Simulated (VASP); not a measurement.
AlPt:

```
CELL_PARAMETERS angstrom
3.09155 0.00000 0.00000
0.00000 3.09155 0.00000
0.00000 0.00000 3.09155
ATOMIC_POSITIONS crystal
Pt 0.50000 0.50000 0.50000
Al 0.00000 0.00000 0.00000
```

Measurements of this composition are mostly on another form, of space group No. 198.

- Program: VASP 6.6.1
- Task: relaxation of cell and atoms
- Functional: LDA
- Potentials or basis: VASP PAW LDA potentials, release 64 (Pt, Al)
- Cutoff: 600 eV
- k mesh: 8 × 8 × 8
- Occupations: fermi-dirac, width 0.05 eV
- Spin: no spin polarisation

At the start: pressure -9.4 GPa; volume 14.77 Å³/atom.

Q: Where does the relaxation end?

A: Over 4 steps the energy falls by 21.5 meV/atom and the volume is 14.07 Å³/atom (-4.8 %); space group Pm-3m (No. 221, to 0.05 Å).

The path:
| step | energy change (eV) | largest force (eV/Å) | pressure (GPa) | volume (Å³) |
| --- | --- | --- | --- | --- |
| 1 | 0.0000 | 0.0000 | -9.35 | 29.55 |
| 2 | 0.0821 | 0.0000 | 20.29 | 26.01 |
| 3 | -0.0429 | 0.0000 | -0.25 | 28.17 |
| 4 | -0.0429 | 0.0000 | -0.03 | 28.14 |

Final structure:
```xyz
2
Lattice="3.0417 0.0000 0.0000 0.0000 3.0417 0.0000 0.0000 0.0000 3.0417" Properties=species:S:1:pos:R:3 pbc="T T T"
Pt    1.5209    1.5209    1.5209
Al    0.0000    0.0000    0.0000
```
